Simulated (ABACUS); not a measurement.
Runs of ABACUS 3.10.1 on FeO (Wuestite). The structure is cubic, space group Fm-3m (No. 225). The conventional cell has a = 4.311 Å, b = 4.311 Å, c = 4.311 Å, α = 90.00°, β = 90.00°, γ = 90.00°. Fe (site symmetry m-3m) is surrounded by 6 O at 2.16 Å. Around O (site symmetry m-3m) lie 6 Fe at 2.16 Å. 

```csv
level,potentials or basis,U,k mesh,SCF threshold on the density,max SCF steps,mixing share,symmetry key,threshold to restart the mixing,gap on the mesh (eV),pressure (GPa),moment (μB)
PBEsol+U,"PseudoDojo NC SR 0.4.1 PBEsol standard, DZP LCAO (the cutoffs set its grid)",Fe d U = 6 eV,6 × 6 × 6,1e-06,120,0.2,-1,0.0005,none,-3.2,4.01
PBEsol+U,"PseudoDojo NC SR 0.4.1 PBEsol standard, DZP LCAO (the cutoffs set its grid)",Fe d U = 8 eV,6 × 6 × 6,1e-06,120,0.2,-1,0.0005,none,-1.4,4.01
PBEsol+U,"PseudoDojo NC SR 0.4.1 PBEsol standard, DZP LCAO (the cutoffs set its grid)",Fe d U = 2 eV,6 × 6 × 6,1e-06,120,0.2,-1,0.0005,none,(a),4.01
PBE0-type (share 0.25),"SG15 ONCV 1.2 PBE, DZP LCAO (the cutoffs set its grid)",-,5 × 5 × 5,1e-07,100,0.4,1,-,none,-,4.02
PBEsol,"PseudoDojo NC SR 0.4.1 PBEsol standard, DZP LCAO (the cutoffs set its grid)",-,6 × 6 × 6,1e-07,100,0.4,1,-,none,-8.3,4.00
PBEsol+U,"PseudoDojo NC SR 0.4.1 PBEsol standard, DZP LCAO (the cutoffs set its grid)",Fe d U = 4 eV,6 × 6 × 6,1e-06,120,0.2,-1,0.0005,none,(b),4.01
PBE0-type (share 0.1),"SG15 ONCV 1.2 PBE, DZP LCAO (the cutoffs set its grid)",-,5 × 5 × 5,1e-07,100,0.4,1,-,none,-,4.00
PBE0-type (share 0.4),"SG15 ONCV 1.2 PBE, DZP LCAO (the cutoffs set its grid)",-,5 × 5 × 5,1e-07,100,0.4,1,-,none,-,4.02
```

Alike in all rows: task single point; spin collinear, ferromagnetic start; cell as given; cutoff (eV) 1361; smearing fermi-dirac 0.05 eV; the mesh is coarse, so values aren't converged.

Question: Estimate the missing entries.

Answer: (a) -6.7; (b) -5.1.

Caveats: all runs use coarse meshes; the atomic orbitals were generated for these runs and aren't a published set; the basis of atomic orbitals isn't converged, which shifts pressures, moduli and gaps; a cell with one magnetic atom can't hold antiferromagnetic order, which such compounds often take; gaps of hybrids in this basis differ from plane-wave ones by up to 0.1 eV (some runs); the potentials were made for another functional, which shifts forces and pressure (some runs); semilocal functionals often make such compounds metallic where correlation or magnetic order opens a gap, which also shifts bond lengths (some runs).

A gap of «none» marks a metal or a gap under the smearing width.
